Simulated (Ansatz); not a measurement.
# MgO (Periclase): properties at the relaxed cell

The task here is to estimate one member of a computed series from the others.

The COD entry's cell or inner coordinates are ideal or old and differ from later refinements, so a difference from it is no clean test against experiment.

Program: Ansatz 0.2.0. Level of theory: DFT PBE, scalar-relativistic, plane waves, PAW. These are calculated values, not measurements.

1 further run of the same task is left out (set aside as unsound or not needed).

### The structure to begin with

The structure is cubic, space group Fm-3m (No. 225). Conventional cell: a = 4.254 Å, b = 4.254 Å, c = 4.254 Å, α = 90.00°, β = 90.00°, γ = 90.00°. Mg (site symmetry m-3m) is surrounded by 6 O at 2.13 Å. O (site symmetry m-3m) is surrounded by 6 Mg at 2.13 Å.

As a file:

```
Mg O
1.0
     0.00000    2.12685    2.12685
     2.12685    0.00000    2.12685
     2.12685    2.12685    0.00000
Mg O
1 1
Direct
  0.00000 0.00000 0.00000
  0.50000 0.50000 0.50000
```

It is the result of an earlier relaxation at this level (volume 9.62 Å³/atom; gap on the mesh: 4.46 eV).

Set-up of the first run:

Contents of input.yaml:

```yaml
crystal:
  lattice:
    - [0.0, 2.1268522619, 2.1268522619]
    - [2.1268522619, 0.0, 2.1268522619]
    - [2.1268522619, 2.1268522619, 0.0]
  atoms:
    - { symbol: Mg, position: [0.0, 0.0, 0.0] }
    - { symbol: O, position: [0.5, 0.5, 0.5] }
basis:
  ecutwfc: 420
kpoints:
  mp_grid: { grid: [10, 10, 10] }
  band_path:
    path:
      - [[0.0, 0.0, 0.0], [0.5, 0.0, 0.5], [0.625, 0.25, 0.625]]
      - [[0.375, 0.375, 0.75], [0.0, 0.0, 0.0], [0.5, 0.5, 0.5], [0.5, 0.25, 0.75], [0.5, 0.0, 0.5]]
    npoints: 14
hamiltonian:
  xc: pbe
scf:
  occupations: { method: gaussian, width: 0.02 }
  n_extra_bands: 6
output:
  forces: true
  stress: true
  eigenvalues: true
  populations: true
  dos: { projected: true, de: 0.02, nscf_kmesh: { grid: [15, 15, 15] } }
  bader: true
```

Command:

```
$ ansatz run input.yaml --threads 1 --pin off --max-ram 2560MiB --backend cpu --events-out ev --progress --plain --runs-dir out
```

Steps of the session up to this table: Electronic structure at the relaxed geometry; Seeking the band edges over the whole zone; Eigenvalues a small step from each edge; Back to the database's cell; Volume × 0.97; Volume × 1.03; Point at V/V0 = 0.94; The cell scaled to 1.06 of its volume; The cell scaled to 0.91 of its volume; The cell scaled to 1.10 of its volume; Point at V/V0 = 0.88.

One of the session's tables, all rows but one given; the rest of the session is left out.

It belongs to the step «Fit of the equation of state». 

| volume (Å³/atom) | energy above the lowest point (meV/atom) | pressure (GPa) | gap on the mesh (eV) |
| --- | --- | --- | --- |
| 8.466 | 80.2 | 24.81 | 5.76 |
| 8.755 | ? | ? | ? |
| 9.044 | 18.0 | 10.49 | 5.06 |
| 9.332 | 4.3 | 4.84 | 4.75 |
| 9.621 | 0.0 | 0.01 | 4.46 |
| 9.909 | 3.8 | -4.14 | 4.19 |
| 10.198 | 14.5 | -7.70 | 3.94 |
| 10.583 | 38.0 | -11.68 | 3.62 |

**Question.** Estimate the row for volume (Å³/atom) = 8.755.

Worked estimate for «energy above the lowest point (meV/atom)». A straight line through the neighbours (8.466, 80.2) and (9.044, 18.0) gives 80.2 + (18.0 − 80.2) × (8.755 − 8.466) / (9.044 − 8.466) = 49.1; a parabola fitted to 3 rows on both sides gives 43.3.

The run gave: energy above the lowest point (meV/atom): 42.6; pressure (GPa): 17.08; gap on the mesh (eV): 5.40. In «energy above the lowest point (meV/atom)» the line misses by +6.5 and the parabola by +0.7.
